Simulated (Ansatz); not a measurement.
Crystal: HgTe.

```
Hg Te
1.0
     0.00000    3.18000    3.18000
     3.18000    0.00000    3.18000
     3.18000    3.18000    0.00000
Hg Te
1 1
Direct
  0.00000 0.00000 0.00000
  0.50000 0.50000 0.50000
```

Measurements of this composition are mostly on another form, of space group No. 216.

Program: Ansatz 0.2.0. Alike in all runs: potentials or basis Ansatz PAW; cell as given. Hardware: 2 threads of Arm Neoverse V1, with other jobs on the host.

Q: Order these runs on this cell by their wall time, lowest first.
A. task band structure; level revPBE; spin off; k mesh 7 × 7 × 7; cutoff (eV) 420; smearing fermi-dirac 0.05 eV; points for each segment of the path 14
B. task band structure; level r2SCAN; spin off; k mesh 7 × 7 × 7; cutoff (eV) 500; smearing fermi-dirac 0.05 eV; points for each segment of the path 14
C. task single point; level PBE; spin off; k mesh 7 × 7 × 7; cutoff (eV) 420; smearing gaussian 0.023 eV
D. task band structure; level r2SCAN; spin SOC, no magnetisation; k mesh 5 × 5 × 5; cutoff (eV) 500; smearing fermi-dirac 0.05 eV; points for each segment of the path 14

A: C (1.1 s), A (3.2 s), B (11 s), D (72 s).
